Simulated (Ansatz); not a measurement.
# SnO₂: how the free axis answers a strain

SnO₂, P4_2/mnm, a = 4.769 Å, c = 3.212 Å. Ansatz: PBEsol, PAW, 420 eV, Γ-centred 6×6×8 mesh on 6 atoms, Gaussian smearing 0.02 eV; no spin polarisation. Series: uniaxial strain along c, with a, b and atoms relaxed; x is the strain in per cent. y is the change of a in per cent of 4.769 Å.

| x (%) | y (%) |
| --- | --- |
| -6.0 | ? |
| -4.0 | 1.50 |
| -2.0 | 0.75 |
| 0.0 | 0.00 |
| 2.0 | -0.71 |
| 4.0 | -1.42 |
| 6.0 | -2.09 |

Fit y = c1 x + c2 x² to the other rows, say what c1 measures, and predict the missing y.

Least squares on the rows shown. y = −0.3648 x + 0.002720 x². So −c1 = 0.365 is Poisson's ratio for this pair of axes. At x = -6.0 the fit asked for gives 2.29 %. The run gave 2.26 %, so the fit is 0.03 % too high, a small miss on the scale of the series.